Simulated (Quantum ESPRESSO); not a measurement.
The system is BAs.

```
As B
1.0
     0.00000    2.38850    2.38850
     2.38850    0.00000    2.38850
     2.38850    2.38850    0.00000
As B
1 1
Direct
  0.75000 0.75000 0.75000
  0.00000 0.00000 0.00000
```

| Property | Result |
| --- | --- |
| Program | Quantum ESPRESSO 7.5 |
| Task | phonons |
| Functional | PBE |
| Potentials or basis | GBRV 1.5 PBE |
| Cutoff | 612 eV |
| Density cutoff | 4898 eV |
| k mesh | 8 × 8 × 8, shifted |
| Occupations | fermi-dirac, width 0.05 eV |
| Spin | no spin polarisation |
| Target pressure | 20 GPa |
| Mixing beta | 0.5 |
| Most SCF iterations | 120 |
| SCF threshold | 4e-10 Ry |

The cell and the atoms were relaxed first at 20 GPa, to 12.42 Å³/atom (a = 3.275 Å, b = 3.275 Å, c = 3.275 Å, α = 60.00°, β = 60.00°, γ = 60.00°), and the response was taken there.

The first run showed a gap, so the response started from a second, tighter run with fixed occupations.

Task: Which optical modes does the crystal have at the zone centre, and which show in infrared and Raman spectra?

Result: The optical modes are T2. Infrared active: T2. Raman active: T2.

Optical modes at Γ, degenerate ones joined, polar ones without the macroscopic field:
| cm⁻¹ | components | symmetry | active in | IR intensity, summed ((D/Å)²/amu) |
| --- | --- | --- | --- | --- |
| 766 | 3 | T2 | IR and Raman | 4.58 |

Zone-centre frequencies without and with the macroscopic field along z (cm⁻¹):
```
                optical modes in rising order
       without                    766 766 766
with the field                    766 766 775
```

Born effective charge tensors (e):
atom 1, As
```
0.79 0.00 0.00
0.00 0.79 0.00
0.00 0.00 0.79
```
atom 2, B
```
-0.79  0.00  0.00
 0.00 -0.79  0.00
 0.00  0.00 -0.79
```

Caveat: the cell is more than 3 GPa from zero pressure, which shifts response properties.
